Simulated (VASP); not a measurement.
# Na2S (Fm-3m) in VASP: a series of runs

The runs below take Na2S through single point, relaxation of cell and atoms, with PBEsol.

Everything below comes from runs of VASP 6.6.1. Logs are shortened: lines on timing, memory, paths and dates and some standing lists are left out, and cuts for length are marked.

## (1) The structure

Symmetry: Fm-3m, No. 225, cubic system. Conventional cell: a = 6.547 Å, b = 6.547 Å, c = 6.547 Å, α = 90.00°, β = 90.00°, γ = 90.00°. Na (site symmetry -43m) has 4 S at 2.83 Å as nearest neighbours. S (site symmetry m-3m) is surrounded by 8 Na at 2.83 Å.

## (2) Single point, PBEsol (cell and atoms relaxed tightly for response)

File INCAR:

```
PREC = Accurate ; ENCUT = 520
EDIFF = 1E-7 ; ISMEAR = 0
SIGMA = 0.01 ; LREAL = False
LASPH = True ; NELM = 60
ALGO = Normal ; ISIF = 2
LWAVE = False ; LCHARG = False
GGA = PS ; NBANDS = 17
```

File KPOINTS:

```
regular mesh
0
Gamma
  8 8 8
```

File POSCAR:

```
Na2S
1.0
    0.0000000000      3.2506169154      3.2506169154
    3.2506169154      0.0000000000      3.2506169154
    3.2506169154      3.2506169154      0.0000000000
Na S
2 1
Direct
    0.2500000000      0.2500000000      0.2500000000
    0.7500000000      0.7500000000      0.7500000000
    0.0000000000      0.0000000000      0.0000000000
```

Potentials or basis: VASP PAW PBE potentials, release 64 (Na_pv, S).

Started as:

```
cat potpaw_PBE.64/Na_pv/POTCAR potpaw_PBE.64/S/POTCAR > POTCAR
mpirun -np 1 vasp_std > vasp.out
```

OUTCAR:

```text
PREC = Accurate
   ENCUT = 520
   EDIFF = 1E-7
   ISMEAR = 0
   LREAL = False
   LASPH = True
   NELM = 60
   ISIF = 2
   GGA = PS

 ion  position               nearest neighbor table
   1  0.250  0.250  0.250-
   2  0.750  0.750  0.750-
   3  0.000  0.000  0.000-

  LATTYP: Found a face centered cubic cell.
 ALAT       =     6.5012338308

  Lattice vectors:

 A1 = (   0.0000000000,   3.2506169154,   3.2506169154)
 A2 = (   3.2506169154,   0.0000000000,   3.2506169154)
 A3 = (   3.2506169154,   3.2506169154,   0.0000000000)

Analysis of symmetry for initial positions (statically):
=====================================================================
 Subroutine PRICEL returns:
 Original cell was already a primitive cell.

 Routine SETGRP: Setting up the symmetry group for a
 face centered cubic supercell.

 Subroutine GETGRP returns: Found 48 space group operations
 (whereof 48 operations were pure point group operations)
 out of a pool of 48 trial point group operations.

The static configuration has the point symmetry O_h .

Analysis of symmetry for dynamics (positions and initial velocities):
=====================================================================
 Subroutine PRICEL returns:
 Original cell was already a primitive cell.

 Routine SETGRP: Setting up the symmetry group for a
 face centered cubic supercell.

 Subroutine GETGRP returns: Found 48 space group operations
 (whereof 48 operations were pure point group operations)
 out of a pool of 48 trial point group operations.

The dynamic configuration has the point symmetry O_h .

 Subroutine INISYM returns: Found 48 space group operations
 (whereof 48 operations are pure point group operations),
 and found     1 'primitive' translations

----------------------------------------------------------------------------------------

                                     Primitive cell

  volume of cell :      68.6954

  direct lattice vectors                    reciprocal lattice vectors
     0.000000000  3.250616915  3.250616915    -0.153816956  0.153816956  0.153816956
     3.250616915  0.000000000  3.250616915     0.153816956 -0.153816956  0.153816956
     3.250616915  3.250616915  0.000000000     0.153816956  0.153816956 -0.153816956

  length of vectors
     4.597066528  4.597066528  4.597066528     0.266418783  0.266418783  0.266418783

[... 81 lines left out ...]
   NELM   =     60;   NELMIN=  2; NELMDL= -5     # of ELM steps
   EDIFF  = 0.1E-06   stopping-criterion for ELM
   LREAL  =      F    real-space projection
   EDIFFG = 0.1E-05   stopping-criterion for IOM
   NSW    =      0    number of steps for IOM
   IBRION =     -1    ionic relax: 0-MD 1-quasi-New 2-CG
   NFREE  =      0    steps in history (QN), initial steepest desc. (CG)
   ISIF   =      2    stress and relaxation
   ISYM   =      2    0-nonsym 1-usesym 2-fastsym
   POTIM  = 0.5000    time-step for ionic-motion
   TEBEG  =    0.0;   TEEND  =   0.0 temperature during run
   PSTRESS=    0.0 pullay stress
   NELECT =      20.0000    total number of electrons
   NUPDOWN=      -1.0000    fix difference up-down
   EMIN   =  10.00;   EMAX   =-10.00  energy-range for DOS
   EFERMI =   0.00;   METHOD = LEGACY
   ISMEAR =     0;   SIGMA  =   0.01  broadening in eV -4-tet -1-fermi 0-gaus
   EFERMI_NEDOS =   21; number of points for ismear=-14 and -15
   IALGO  =     38    algorithm
   IMIX   =      4    mixing-type and parameters
     AMIX     =   0.40;   BMIX     =  1.00
     AMIX_MAG =   1.60;   BMIX_MAG =  1.00
  volume/ion in A,a.u.               =      22.90       154.53
  Fermi-wavevector in a.u.,A,eV,Ry     =   1.085032  2.050412 16.018051  1.177294
  Thomas-Fermi vector in A             =   2.221136
   LORBIT       =      0    0 simple, 1 ext, 2 COOP (PROOUT), +10 PAW based schemes
   GGA     = PS    functional components
   LHFCALC =     F    Hartree Fock is set to
   AEXX    =    0.0000 exact exchange contribution
   IVDW    =     0    specifies the selected vdW correction
   LEPSILON=     F    determine dielectric tensor
   LRPA    =     F    only Hartree local field effects (RPA)
 non-spin polarized calculation
 Gauss-broadening in eV      SIGMA  =   0.01
  energy-cutoff  :      520.00
  volume of cell :       68.70
 maximum number of plane-waves:      1868
 NGX is ok and might be reduce to    36
   NGX = 17   NGY = 17   NGZ = 17

 number of electron      19.9999984 magnetization

 Free energy of the ion-electron system (eV)
  ---------------------------------------------------
  ext. energy  EPLUGINS =         0.00000000
  ---------------------------------------------------
  free energy    TOTEN  =       -10.37501699 eV

  energy without entropy =      -10.37501699  energy(sigma->0) =      -10.37501699

 E-fermi :   0.2347     XC(G=0):  -8.0234

 val. band max:        0.1900711682   @ k =   0.0000   0.0000   0.0000
 cond. band min:       2.6139741258   @ k =   0.0000   0.0000   0.0000
 fundamental gap:      2.4239029576
 Fermi energy:         0.2346720764

 k-point     1 :       0.0000    0.0000    0.0000
  band No.  band energies     occupation
      1     -21.8385      2.00000
      2     -21.8385      2.00000
      3     -21.8385      2.00000
      4     -21.7802      2.00000
      5     -21.7802      2.00000
      6     -21.7802      2.00000
[... 457 lines left out ...]
      4     -21.8119      2.00000
      5     -21.7817      2.00000
      6     -21.7806      2.00000
[... 9 lines left out ...]
     16      10.8448      0.00000
     17      12.1745      0.00000

 [... further k-points ...]

------------------------ aborting loop because EDIFF is reached ----------------------------------------

  FORCE on cell =-STRESS in cart. coord.  units (eV):
  Direction    XX          YY          ZZ          XY          YZ          ZX
  --------------------------------------------------------------------------------------
  -------------------------------------------------------------------------------------
  Total        0.0304449      0.0304449      0.0304449     -0.0000000     -0.0000000      0.0000000
  in kB        0.7100650      0.7100650      0.7100650     -0.0000000     -0.0000000      0.0000000
  external PRESSURE =       0.7100650 kB  Pullay stress =       0.0000000 kB

 VOLUME and BASIS-vectors are now :
 -----------------------------------------------------------------------------
  energy-cutoff  :      520.00
  volume of cell :       68.70
      direct lattice vectors                 reciprocal lattice vectors
     0.000000000  3.250616915  3.250616915    -0.153816956  0.153816956  0.153816956
     3.250616915  0.000000000  3.250616915     0.153816956 -0.153816956  0.153816956
     3.250616915  3.250616915  0.000000000     0.153816956  0.153816956 -0.153816956

 POSITION                                       TOTAL-FORCE (eV/Angst)
 -----------------------------------------------------------------------------------
      1.62531      1.62531      1.62531         0.000000      0.000000      0.000000
      4.87593      4.87593      4.87593        -0.000000     -0.000000     -0.000000
      0.00000      0.00000      0.00000        -0.000000      0.000000     -0.000000
 -----------------------------------------------------------------------------------
    total drift:                                0.000000      0.000000      0.000000

  FREE ENERGIE OF THE ION-ELECTRON SYSTEM (eV)
  ---------------------------------------------------
  free  energy   TOTEN  =       -10.3750169897 eV

  energy  without entropy=      -10.3750169897  energy(sigma->0) =      -10.37501699
```

OSZICAR:

```text
N       E                     dE             d eps       ncg     rms          rms(c)
DAV:   1     0.148473395414E+03    0.14847E+03   -0.10279E+04   987   0.121E+03
DAV:   2     0.517937896165E+00   -0.14796E+03   -0.14263E+03  1050   0.325E+02
DAV:   3    -0.109260609210E+02   -0.11444E+02   -0.11377E+02  1230   0.887E+01
DAV:   4    -0.111529047332E+02   -0.22684E+00   -0.22646E+00  1207   0.133E+01
DAV:   5    -0.111570630757E+02   -0.41583E-02   -0.41578E-02  1277   0.181E+00    0.342E+00
DAV:   6    -0.104280251917E+02    0.72904E+00   -0.14389E+00  1344   0.612E+00    0.252E+00
DAV:   7    -0.103731815957E+02    0.54844E-01   -0.20410E-01  1266   0.203E+00    0.165E+00
DAV:   8    -0.103746708140E+02   -0.14892E-02   -0.17272E-02  1028   0.104E+00    0.571E-01
DAV:   9    -0.103747386205E+02   -0.67807E-04   -0.34566E-04  1307   0.119E-01    0.617E-01
DAV:  10    -0.103755961911E+02   -0.85757E-03   -0.40355E-04  1018   0.121E-01    0.703E-01
DAV:  11    -0.103752389991E+02    0.35719E-03   -0.89633E-04  1051   0.171E-01    0.474E-01
DAV:  12    -0.103751152169E+02    0.12378E-03   -0.17204E-04  1211   0.638E-02    0.314E-01
DAV:  13    -0.103750545697E+02    0.60647E-04   -0.73487E-05  1353   0.389E-02    0.212E-01
DAV:  14    -0.103750303647E+02    0.24205E-04   -0.40614E-05  1313   0.313E-02    0.120E-01
DAV:  15    -0.103750233489E+02    0.70158E-05   -0.81288E-06  1345   0.116E-02    0.821E-02
DAV:  16    -0.103750182606E+02    0.50883E-05   -0.92197E-06  1375   0.128E-02    0.403E-02
DAV:  17    -0.103750170589E+02    0.12017E-05   -0.38199E-06  1334   0.791E-03    0.139E-02
DAV:  18    -0.103750169897E+02    0.69244E-07   -0.53961E-07  1310   0.318E-03
   1 F= -.10375017E+02 E0= -.10375017E+02  d E =-.758718E-13
```

stdout:

```text
POSCAR found type information on POSCAR NaS
 POSCAR found :  2 types and       3 ions
 scaLAPACK will be used
 -----------------------------------------------------------------------------
|                                                                             |
|                                                                             |
|     You enforced a specific xc type in the INCAR file but a different       |
|     I HOPE YOU KNOW WHAT YOU ARE DOING!                                     |
|                                                                             |
 -----------------------------------------------------------------------------

 LDA part: xc-table for (Slater+PW92), standard interpolation
 POSCAR, INCAR and KPOINTS ok, starting setup
 FFT: planning ... GRIDC
 FFT: planning ... GRID_SOFT
 FFT: planning ... GRID
 WAVECAR not read
 entering main loop
```

Run time: 54 s. Hardware: 1 thread of Intel Xeon Platinum 8488C (Sapphire Rapids), shared host; peak memory 0.2 GiB.

What came out:

```
Free energy            : -10.3750 eV
Pressure               : 0.1 GPa
Band gap on the k mesh : 2.42 eV, direct
```

Levels at points of the mesh, in eV from the valence-band top:
| k point | band 6 | band 7 | band 8 | band 9 | band 10 | band 11 | band 12 | band 13 | band 14 | band 15 |
| --- | --- | --- | --- | --- | --- | --- | --- | --- | --- | --- |
| (0.00, 0.00, 0.00) | -21.97 | -10.15 | 0.00 | 0.00 | 0.00 | 2.42 | 7.72 | 7.72 | 7.72 | 9.34 |
| (0.50, 0.00, 0.00) | -22.00 | -9.89 | -1.71 | -0.14 | -0.14 | 4.78 | 6.39 | 7.10 | 7.10 | 11.27 |
| (0.50, 0.50, 0.00) | -21.96 | -9.81 | -1.52 | -0.47 | -0.47 | 3.70 | 6.00 | 8.54 | 9.78 | 9.78 |

Caveat: the PAW data sets were made with another functional, which shifts forces and pressure a little. A k mesh can miss the band edges.

## (3) Relaxation of cell and atoms, PBEsol (cell and atoms relaxed tightly for response)

File INCAR:

```
PREC = Accurate
ENCUT = 600
EDIFF = 1E-6
ISMEAR = 0
SIGMA = 0.01
LREAL = F
LASPH = T
NELM = 100
ALGO = Normal
ISIF = 3
LWAVE = F
LCHARG = F
GGA = PS
IBRION = 2
NSW = 80
EDIFFG = -0.001
```

File KPOINTS:

```
Automatic mesh
0
Gamma
  8 8 8
```

POSCAR is that of step 2.

Potentials or basis: VASP PAW PBE potentials, release 64 (Na_pv, S).

Started as:

```
cat potpaw_PBE.64/Na_pv/POTCAR potpaw_PBE.64/S/POTCAR > POTCAR
mpirun -np 1 vasp_std > vasp.out
```

Wall time 2.4 min (1 thread of Intel Xeon Platinum 8488C (Sapphire Rapids), shared host); peak memory 0.24 GiB.

It converged, with:

* Free energy: -10.3754 eV
* Relaxed volume: 22.95 Å³/atom
* Relaxed cell: a = 4.601 Å, b = 4.601 Å, c = 4.601 Å, α = 60.00°, β = 60.00°, γ = 60.00°
* Space group after relaxing (to 0.05 Å): Fm-3m (No. 225)
* Energy gained by relaxing: 0.0 meV/atom
* Ionic steps: 5
* Pressure after relaxing: 0.0 GPa
* Band gap on the k mesh: 2.42 eV, direct

Final structure:
```
Na S
1.0
     0.00000    3.25307    3.25307
     3.25307    0.00000    3.25307
     3.25307    3.25307    0.00000
Na S
2 1
Direct
  0.25000 0.25000 0.25000
  0.75000 0.75000 0.75000
  0.00000 0.00000 0.00000
```

Levels at points of the mesh, in eV from the valence-band top:
| k point | band 8 | band 9 | band 10 | band 11 | band 12 | band 13 |
| --- | --- | --- | --- | --- | --- | --- |
| (0.00, 0.00, 0.00) | 0.00 | 0.00 | 0.00 | 2.42 | 7.72 | 7.72 |
| (0.50, 0.00, 0.00) | -1.71 | -0.14 | -0.14 | 4.77 | 6.38 | 7.09 |
| (0.50, 0.50, 0.00) | -1.52 | -0.47 | -0.47 | 3.70 | 6.00 | 8.53 |

Caveat: the PAW data sets were made with another functional, which shifts forces and pressure a little.

(Part 1 of 2 ends here.)
